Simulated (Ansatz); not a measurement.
## Equation of state of Mn

```
CELL_PARAMETERS angstrom
2.28768 0.00000 0.00000
0.00000 2.28768 0.00000
0.00000 0.00000 2.28768
ATOMIC_POSITIONS crystal
Mn 0.00000 0.00000 0.00000
```

Conventional cell: a = 2.288 Å, b = 2.288 Å, c = 2.288 Å, α = 90.00°, β = 90.00°, γ = 90.00°. Mn (atom 1) has 6 Mn at 2.29 Å as nearest neighbours.

The cell was built from the sc type and relaxed in the same program, and has space group Pm-3m; it needn't be a known or the stable phase.

The magnetic state is the one reached from the start moments; no search over orders was made, so it needn't be the ground state.

Levels of theory: DFT, PBE, all-electron LAPW, scalar-relativistic (Ansatz 0.2.0); DFT, PBE, PAW with Ansatz's default frozen-core files, scalar-relativistic (Ansatz 0.2.0).

For LAPW: a Γ-centred 14×14×14 k mesh, Fermi–Dirac smearing of 0.05 eV, basis error target 1 meV/atom, spin-polarised from start moments Mn 4 μB. PAW takes a cutoff of 420 eV at this cell. The Ansatz runs share mesh, smearing and spin set-up. Plane-wave (PAW) pressures include the program's estimate of the Pulay term.

The cell above is scaled evenly, with fractional coordinates and shape held.

```
V/V(cell)  V (Å³/atom)  P, LAPW (GPa)  P, PAW (GPa)  moment, LAPW (μB)
   0.9405       11.260          14.06         13.99               0.35
   0.9800       11.733           4.29          4.22               0.44
   1.0000       11.973           0.11          0.03               0.48
   1.0200       12.212          -3.66         -3.73               0.52
   1.0600       12.691         -10.11        -10.16               0.58
```

(1) What do Birch–Murnaghan fits to the pressures give?

## Answers

(1) LAPW: V0 = 11.98 Å³/atom, B0 = 198 GPa, B0′ = 4.4; PAW: V0 = 11.97 Å³/atom, B0 = 199 GPa, B0′ = 4.4.
